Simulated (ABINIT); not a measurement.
Runs of ABINIT 10.8.3 (patched build) on HfC. It takes space group Fm-3m (No. 225, cubic). The conventional cell has a = 4.650 Å, b = 4.650 Å, c = 4.650 Å, α = 90.00°, β = 90.00°, γ = 90.00°. Around Hf (site symmetry m-3m) lie 6 C at 2.33 Å. Around C (site symmetry m-3m) lie 6 Hf at 2.33 Å. 

```csv
task,level,spin,cutoff (eV),fine-grid cutoff,gap on the mesh (eV),pressure (GPa)
band structure,RPBE,"SOC, no magnetisation",517,1034.03 eV,none,3.7
band structure,r2SCAN,off,626,1224.51 eV,none,(a)
band structure,revPBE,"SOC, no magnetisation",517,1034.03 eV,none,2.7
band structure,WC,off,517,1034.03 eV,none,-5.7
```

Alike in all rows: potentials or basis JTH PAW PBE v2.0; cell as given; k mesh 10 × 10 × 10; smearing fermi-dirac 0.05 eV.

Problem. Fill in the values left out.

Solution. (a) -0.2.

Caveats: the PAW data sets were made with another functional, which shifts forces and pressure a little; spin-orbit coupling is left out, which moves the levels of the heavy elements (some runs).

A k mesh can miss the band edges, and rows without SOC leave out spin-orbit coupling on Hf.

A gap of «none» marks a metal or a gap under the smearing width.

Runs at the PBE level aren't shown here.
